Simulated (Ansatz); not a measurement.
**BeO: biaxial strain −0.79 %, plane normal [001], relaxed out of plane**

The parent structure is BeO in the wurtzite structure (space group P6_3mc, No. 186; a = 2.690 Å, c = 4.370 Å). Axes: x lies along a and z along c of the hexagonal cell.

One thing is altered: compressive biaxial strain of 0.79 % in the plane normal to [001], as in epitaxy on a mismatched substrate; the out-of-plane cell vector and the atoms relax.

Calculations: r2SCAN (Ansatz, an electronic-structure program, PAW, scalar-relativistic without spin-orbit coupling). k-mesh 14×14×8 (Γ-centred); smearing 0.05 eV (Fermi–Dirac).

| quantity | base | changed | shift |
|---|---|---|---|
| volume per atom | 6.85 Å³ | 6.76 Å³ | -0.09 Å³ |
| space group | P6_3mc (No. 186) | P6_3mc (No. 186) | – |
| shortest interatomic distance | 1.643 Å | 1.633 Å | -0.010 Å |
| pressure (mean of the normal stresses, compression positive) | 0.00 GPa | 3.04 GPa | +3.04 GPa |
| band gap | 8.55 eV | 8.70 eV | +0.15 eV |
| gap character | direct at Γ | direct at Γ | – |
| width of the top valence band | 2.46 eV | 2.47 eV | +0.01 eV |
| electron mass | 0.53 mₑ along c, 0.61 mₑ across (at Γ) | 0.52 mₑ out of plane, 0.63 mₑ in plane (at Γ) | – |
| valence-band top at Γ (three highest levels, from the VBM) | 0.00, -0.04, -0.04 eV | 0.00, 0.00, -0.03 eV | – |
| out-of-plane strain | – | +0.27 % | – |

Final structure (turned so that z lies along the plane normal):

```xyz
4
Lattice="2.6692 0.0000 0.0000 1.3346 2.3116 0.0000 0.0000 0.0000 4.3818" Properties=species:S:1:pos:R:3 pbc="T T T"
Be     2.6692     1.5411     0.0041
Be     1.3346     0.7705     2.1950
O      2.6692     1.5411     2.7354
O      1.3346     0.7705     0.5445
```

Effective masses come from finite differences of ±0.01 Å⁻¹. Stability against distortions was not tested.
